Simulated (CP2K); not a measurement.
**BP under changes of volume**

One of the cells (11.682 Å³/atom); the others are scaled copies at fixed shape and fractional positions:

```xyz
2
Lattice="3.2089 0.0000 0.0000 1.6044 2.7789 0.0000 1.6044 0.9263 2.6200" Properties=species:S:1:pos:R:3 pbc="T T T"
P     4.8133    2.7789    1.9650
B     0.0000    0.0000    0.0000
```

- Program: CP2K 2026.2
- Functional: LDA
- Potentials or basis: GTH_POTENTIALS P GTH-PADE-q5, B GTH-PADE-q3; TZVP-MOLOPT-PBE-GTH basis
- Density cutoff: 6123 eV
- k mesh: 10 × 10 × 10
- Occupations: fermi-dirac, width 0.05 eV
- Spin: no spin polarisation

| volume (Å³/atom) | energy over the lowest point (meV/atom) | pressure (GPa) | gap on the mesh (eV) |
| --- | --- | --- | --- |
| 10.981 | 3.62 | 4.4 | 1.24 |
| 11.214 | 0.00 | 0.6 | 1.26 |
| 11.448 | 1.73 | -2.9 | 1.29 |
| 11.682 | 8.33 | -6.1 | 1.31 |
| 11.915 | 19.33 | -9.0 | 1.33 |
| 12.149 | 34.31 | -11.6 | 1.35 |
| 12.383 | ? | ? | ? |

Task: What does the run at 12.383 Å³/atom give?

Result: Energy over the lowest point 52.91 meV/atom; pressure -13.9 GPa; gap on the mesh 1.37 eV.

Worked out: A Birch-Murnaghan fit of order 3 (a polynomial in V^(-2/3)) to the other rows has its minimum at 11.25 Å³/atom with B0 = V·E''(V) = 175 GPa and B' = 3.9. It gives 52.93 meV/atom at 12.383 Å³/atom, against the run's 52.91, and -dE/dV = -13.9 GPa, against -13.9. A straight line through the other rows of the gap, of slope 1.1 eV per unit of ln V, extrapolates to 1.37 eV, against the run's 1.37.

Energies are extrapolated to zero smearing.

Caveats: the basis of atomic orbitals isn't converged, which shifts pressures, moduli and gaps.

A mesh can miss the band edges.
